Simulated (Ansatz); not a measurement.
Write the native input for Ansatz 0.2.0 that does the following.

| Item | Value |
| --- | --- |
| Task | single point |
| Functional | PBE |
| Potentials or basis | Ansatz PAW |
| Cutoff | 420 eV (not typed: the program's choice for these potentials) |
| k mesh | 13 × 13 × 13 |
| Occupations | fermi-dirac, width 0.05 eV |
| Spin | no spin polarisation |

Fe:

```xyz
1
Lattice="0.0000 1.9417 1.9651 1.4984 0.0000 1.9651 1.4984 1.9417 0.0000" Properties=species:S:1:pos:R:3 pbc="T T T"
Fe    0.0000    0.0000    0.0000
```

The input as run:

input.yaml

```yaml
crystal:
  lattice:
    - [0.0, 1.9417396906, 1.9651051623]
    - [1.4984397099, 0.0, 1.9651051623]
    - [1.4984397099, 1.9417396906, 0.0]
  atoms:
    - { symbol: Fe, position: [0.0, 0.0, 0.0] }
hamiltonian:
  xc: pbe
  pseudopotentials: { kind: paw }
kpoints:
  mp_grid: { grid: [13, 13, 13] }
scf:
  occupations: { method: fermi_dirac, width: 0.05 }
output:
  forces: true
  stress: true
  eigenvalues: true
```

Potentials or basis: Ansatz PAW.

The run is started by

```sh
$ ansatz run input.yaml --threads 2 --pin off --max-ram 5632MiB --backend cpu --events-out ev --progress --plain --runs-dir out
```

It gave:

```json
{"Pressure": "-19.6 GPa", "Band gap on the k mesh": "none (metal or under the smearing width)"}
```

Caveat: the run has no spin polarisation, though such a crystal can be magnetic.

Run time: 1.9 s on 2 threads of Arm Neoverse V1 (shared host), peak memory 0.32 GiB.
